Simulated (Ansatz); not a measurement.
**Carriers in BaZrO3 (Pm-3m)**

```
CELL_PARAMETERS angstrom
4.18062 0.00000 0.00000
0.00000 4.18062 0.00000
0.00000 0.00000 4.18062
ATOMIC_POSITIONS crystal
Ba 0.00000 0.00000 0.00000
Zr 0.50000 0.50000 0.50000
O 0.00000 0.50000 0.50000
O 0.50000 0.00000 0.50000
O 0.50000 0.50000 0.00000
```

Unless marked otherwise, the numbers come from PBEsol, all-electron LAPW in Ansatz 0.2.0, scalar-relativistic. k mesh 6×6×6, fixed occupations, basis error target 1 meV/atom. The cell was relaxed by PAW under this functional.

Extrema are searched on a 8×8×8 mesh and refined by Newton steps; masses come from band slopes 0.005 Å⁻¹ away, 1/m* = (1/ħ²) d²E/dk², negative for holes (the finite step makes the lightest masses up to about 3 % heavy). k is in units of the reciprocal vectors.

Task: Where are the band edges, and is the gap direct?

Result: The valence maximum lies at R (-0.500, -0.500, -0.500) and the conduction minimum at Gamma (0.000, 0.000, 0.000), so the Kohn-Sham gap of 3.172 eV is indirect; the least direct gap on the mesh is 3.355 eV. A further valence extremum at Gamma (0.000, 0.000, 0.000) lies 0.183 eV from the edge (1 equivalent point).

Task: Several bands lie at or near the electron edge, or its surface isn't an ellipsoid. What are the masses by direction?

Result: 

| direction | branch from the edge | its level at the point (eV from the edge) | m*/mₑ |
| --- | --- | --- | --- |
| 100 | 1 | 0.000 | 2.68 |
| 100 | 2 | 0.000 | 0.342 |
| 100 | 3 | 0.000 | 0.342 |
| 110 | 1 | 0.000 | 0.687 |
| 110 | 2 | 0.000 | 0.542 |
| 110 | 3 | 0.000 | 0.342 |
| 111 | 1 | 0.000 | 0.551 |
| 111 | 2 | 0.000 | 0.454 |
| 111 | 3 | 0.000 | 0.454 |
| 11-2 | 1 | 0.000 | 0.835 |
| 11-2 | 2 | 0.000 | 0.406 |
| 11-2 | 3 | 0.000 | 0.39 |

Task: Several bands lie at or near the hole edge, or its surface isn't an ellipsoid. What are the masses by direction?

Result: 

```json
{"direction": "100", "branch from the edge": "1", "its level at the point (eV from the edge)": "0.000", "m*/mₑ": "-17.7"}
{"direction": "100", "branch from the edge": "2", "its level at the point (eV from the edge)": "0.000", "m*/mₑ": "-0.825"}
{"direction": "100", "branch from the edge": "3", "its level at the point (eV from the edge)": "0.000", "m*/mₑ": "-0.825"}
{"direction": "010", "branch from the edge": "1", "its level at the point (eV from the edge)": "0.000", "m*/mₑ": "-17.7"}
{"direction": "010", "branch from the edge": "2", "its level at the point (eV from the edge)": "0.000", "m*/mₑ": "-0.825"}
{"direction": "010", "branch from the edge": "3", "its level at the point (eV from the edge)": "0.000", "m*/mₑ": "-0.825"}
{"direction": "001", "branch from the edge": "1", "its level at the point (eV from the edge)": "0.000", "m*/mₑ": "-17.7"}
{"direction": "001", "branch from the edge": "2", "its level at the point (eV from the edge)": "0.000", "m*/mₑ": "-0.825"}
{"direction": "001", "branch from the edge": "3", "its level at the point (eV from the edge)": "0.000", "m*/mₑ": "-0.825"}
{"direction": "110", "branch from the edge": "1", "its level at the point (eV from the edge)": "0.000", "m*/mₑ": "-2.89"}
{"direction": "110", "branch from the edge": "2", "its level at the point (eV from the edge)": "0.000", "m*/mₑ": "-1.08"}
{"direction": "110", "branch from the edge": "3", "its level at the point (eV from the edge)": "0.000", "m*/mₑ": "-0.825"}
{"direction": "111", "branch from the edge": "1", "its level at the point (eV from the edge)": "0.000", "m*/mₑ": "-2.26"}
{"direction": "111", "branch from the edge": "2", "its level at the point (eV from the edge)": "0.000", "m*/mₑ": "-0.982"}
{"direction": "111", "branch from the edge": "3", "its level at the point (eV from the edge)": "0.000", "m*/mₑ": "-0.982"}
{"direction": "11-2", "branch from the edge": "1", "its level at the point (eV from the edge)": "0.000", "m*/mₑ": "-3.13"}
{"direction": "11-2", "branch from the edge": "2", "its level at the point (eV from the edge)": "0.000", "m*/mₑ": "-0.957"}
{"direction": "11-2", "branch from the edge": "3", "its level at the point (eV from the edge)": "0.000", "m*/mₑ": "-0.897"}
```

Task: Along the Cartesian direction 111 the conduction slope is 0.06921 eV·Å one step out. What is it four steps out, and what does that say?

Result: 0.2766 eV·Å, 3.997 times the first; a parabola would give 4, so the band is nearly parabolic here.

Task: What electronic dielectric constant and refractive index follow from the same bands (independent particles)?

Result: ε∞ = (5.09, 5.09, 5.09), so n ≈ √ε∞ = 2.26 (mean over directions) well under the gap and the normal reflectivity is ((n − 1)/(n + 1))² = 0.149. Local fields, left out here, lower ε∞ by several per cent.

Task: What gap does PAW give in the same cell?

Result: 3.174 eV, 2 meV from the LAPW value.

Caveats: no spin-orbit coupling on heavy atoms; semilocal gaps are low, and what follows the gap (onsets, screening, light masses) shifts with it; without spin-orbit coupling, bands that meet at the valence top are not the light and heavy holes of experiment; the frozen-core PAW files of the compared runs were fitted under PBE, their cores solved anew for this functional.
